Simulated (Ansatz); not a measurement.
How far is this PbSe from the hull?

Method: DFT PBE, scalar-relativistic, plane waves, PAW (Ansatz). All cells share a 420 eV cutoff and Γ-centred k meshes spaced at most about 0.3 Å⁻¹ (2π included). No spin polarisation.

Formation energies are uncorrected and refer to the elements' standard structures at the same level.

Temperature and zero-point effects are left out. Spin–orbit coupling, which can matter for Pb, is left out. The reference form of Se is held partly by dispersion forces, which this level lacks.

The competitors are the elements and 1 reference phase of this chemical system (from databases or known types: PbSe), relaxed at the same level; other known phases may be missing.

The candidate was reached from: 6-connected net, two elements alternating.

```cif
data_structure
_symmetry_space_group_name_H-M 'P 1'
_symmetry_Int_Tables_number 1
_cell_length_a 7.9918
_cell_length_b 7.9918
_cell_length_c 7.9918
_cell_angle_alpha 150.835
_cell_angle_beta 150.835
_cell_angle_gamma 41.717
_cell_volume 120.94
loop_
_atom_site_label
_atom_site_type_symbol
_atom_site_fract_x
_atom_site_fract_y
_atom_site_fract_z
_atom_site_occupancy
Pb1 Pb 0.04247 0.04247 0.00000 1
Pb2 Pb 0.79247 0.29247 0.50000 1
Se1 Se 0.45753 0.45753 0.00000 1
Se2 Se 0.20753 0.70753 0.50000 1
```

Question: Where does it stand against these competitors?

Answer: Not the lowest form: another structure of the same formula lies lower. Its formation energy is -0.445 eV/atom. The lowest competing phase at this composition is this:

```csv
phase,space group,source,share of atoms,ΔE_f (eV/atom)
PbSe,Fm-3m (No. 225),Materials Project,1.0000,-0.565
```

The candidate lies 120 meV/atom above this phase. The candidate matches no cell in the subsets of the Crystallography Open Database and the Materials Project at hand. It is metastable at best. Shaken at random and relaxed again it fell by 120 meV/atom, so it probably isn't a firm minimum.
